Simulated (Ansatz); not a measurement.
Take BeO in the wurtzite structure (space group P6_3mc, No. 186; a = 2.712 Å, c = 4.404 Å) as the base.

(Cell as relaxed with PBE.)

Levels (all Ansatz, a quantum-chemistry and plane-wave program, PAW, earlier PAW set): PBE (420 eV, no SOC); r2SCAN (500 eV, no spin-orbit coupling).

Each level relaxes its own structure.

```csv
base,PBE,r2SCAN
volume per atom,7.01 Å³,6.85 Å³
lattice parameter a,2.712 Å,2.690 Å
band gap,7.46 eV,8.55 eV
```

Now apply this change: a hydrostatic pressure of 7.5 GPa.

| quantity | PBE | r2SCAN |
|---|---|---|
| volume per atom | 6.78 Å³ | ___ |
| mean gap deformation potential ΔEg/Δln V | -10.4 eV | ___ |
| shift of the gap caused by the change | +0.35 eV | ___ |
| gap character | direct at Γ | ___ |

### Question
Predict the r2SCAN column.

### Answer

- volume per atom, r2SCAN: 6.63 Å³
- mean gap deformation potential ΔEg/Δln V, r2SCAN: -11.2 eV
- shift of the gap caused by the change, r2SCAN: +0.35 eV
- gap character, r2SCAN: direct at Γ

PBE's volume per atom lies 0.144 Å³ above r2SCAN's (2.2 %); PBE's mean gap deformation potential ΔEg/Δln V lies 0.75 eV above r2SCAN's; the two agree on the shift of the gap caused by the change and gap character. Neither level is exact; r2SCAN is the comparison here, not a measurement.

Load acts through the strain it causes; cell and atoms are relaxed under it. No phonon test of stability was made. Competing high-pressure phases were not computed.
